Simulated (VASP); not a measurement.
Input of a VASP 6.6.1 run:

Contents of INCAR:

```
ALGO = Normal ; EDIFF = 1E-7
EDIFFG = -0.005 ; ENCUT = 600
GGA = PE ; IBRION = 2
ISIF = 3 ; ISMEAR = 0
KPAR = 2 ; LASPH = True
LCHARG = False ; LREAL = False
LWAVE = False ; NELM = 80
NSW = 90 ; PREC = Accurate
SIGMA = 0.03
```

KPOINTS

```
k-points
0
Gamma
  6 6 8
```

File POSCAR:

```
SnO2                                    
1.0
    4.8303407069     -0.0000000000      0.0000000000
   -0.0000000000      4.8303407069      0.0000000000
    0.0000000000      0.0000000000      3.2432759979
  Sn              O             
     2     4
Direct
     0.0000000000000000    0.0000000000000000    0.0000000000000000
     0.5000000000000000    0.5000000000000000    0.5000000000000000
     0.3065777030145376    0.3065777030145376    0.0000000000000000
     0.1934222969854624    0.8065777030145378    0.5000000000000000
     0.6934222969854622    0.6934222969854622    0.0000000000000000
     0.8065777030145378    0.1934222969854624    0.5000000000000000
```

Potentials or basis: VASP PAW PBE potentials, release 64 (Sn_d, O).

Command:

```bash
$ cat potpaw_PBE.64/Sn_d/POTCAR potpaw_PBE.64/O/POTCAR > POTCAR
$ mpirun -np 2 vasp_std > vasp.out
```

Estimate the relaxed volume.

12.60 Å³/atom.

Estimate the band gap on the k mesh.

0.64 eV, direct.

Predict the space group after relaxing (to 0.05 Å).

P4_2/mnm (No. 136).

Estimate the relaxed cell.

a = 4.829 Å, b = 4.829 Å, c = 3.242 Å, α = 90.00°, β = 90.00°, γ = 90.00°.

Final structure:
```
Sn O
1.0
     4.82944    0.00000    0.00000
     0.00000    4.82944    0.00000
     0.00000    0.00000    3.24215
Sn O
2 4
Direct
  0.00000 0.00000 0.00000
  0.50000 0.50000 0.50000
  0.30656 0.30656 0.00000
  0.19344 0.80656 0.50000
  0.69344 0.69344 0.00000
  0.80656 0.19344 0.50000
```

Caveat: spin-orbit coupling is left out, which moves the levels of the heavy elements. A hybrid or GW would open this gap; PBE tends to underestimate it.
